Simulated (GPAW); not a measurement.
Crystal: Si2Ni.

```
Ni Si
1.0
     0.00000    2.70300    2.70300
     2.70300    0.00000    2.70300
     2.70300    2.70300    0.00000
Ni Si
1 2
Cartesian
  0.0000 0.0000 0.0000
  4.0545 4.0545 4.0545
  1.3515 1.3515 1.3515
```

Base run:

* Program: GPAW 26.7.0
* Functional: AM05
* Potentials or basis: PAW data sets generated in the run's folder for this functional
* Cutoff: 600 eV
* Basis: pw
* k mesh: 9 × 9 × 9
* Occupations: fermi-dirac, width 0.05 eV
* Spin: collinear spin, ferromagnetic start
* Starting moments: [1.0, 0.0, 0.0] μB

Its results: pressure -0.6 GPa; net moment 0.00 μB per cell.

The run is repeated on the same cell with these changes: functional from AM05 to PW91. What comes out?

Pressure 5.2 GPa; net moment 0.00 μB per cell.

PW91 binds less tightly than AM05, so the same cell stands under more pressure.

Caveats: the stock nickel data set gives pressures a few GPa off other programs.
